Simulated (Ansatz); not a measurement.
Input of an Ansatz 0.2.0 run:

The input input.yaml:

```yaml
crystal:
  lattice:
    - [4.09019619, 0.0, 0.0]
    - [0.0, 4.09019619, 0.0]
    - [0.0, 0.0, 6.55145804]
  atoms:
    - { symbol: I, position: [0.0, 0.5, 0.74303436] }
    - { symbol: I, position: [0.5, 0.0, 0.25696564] }
    - { symbol: Cu, position: [0.0, 0.0, 0.0] }
    - { symbol: Cu, position: [0.5, 0.5, 0.0] }
kpoints:
  mp_grid: { grid: [7, 7, 4] }
scf:
  occupations: { method: fermi_dirac, width: 0.05 }
hamiltonian:
  xc: pbesol
  pseudopotentials: { kind: all_electron, lapw: { basis_error: 0.001 } }
output:
  forces: true
  stress: true
  eigenvalues: true
  populations: true
```

Potentials or basis: all-electron LAPW, scalar-relativistic.

The run is started by

```console
$ ansatz run input.yaml --threads 2 --pin off --max-ram 8192MiB --backend cpu --events-out ev --progress --plain --runs-dir out
```

(1) What does it give for the largest force?

(2) Estimate the pressure.

(3) What does it give for the band gap on the k mesh?

(4) Predict the Loewdin charges.

## Answers

(1) 0.233 eV/Å.

(2) -1.7 GPa.

(3) 1.49 eV, direct.

(4) I -0.25; Cu +0.45 e.

Caveat: spin-orbit coupling is left out, which moves the levels of the heavy elements; this functional lacks dispersion, which binds the layers, so the pressure and a relaxed spacing across them are unreliable.
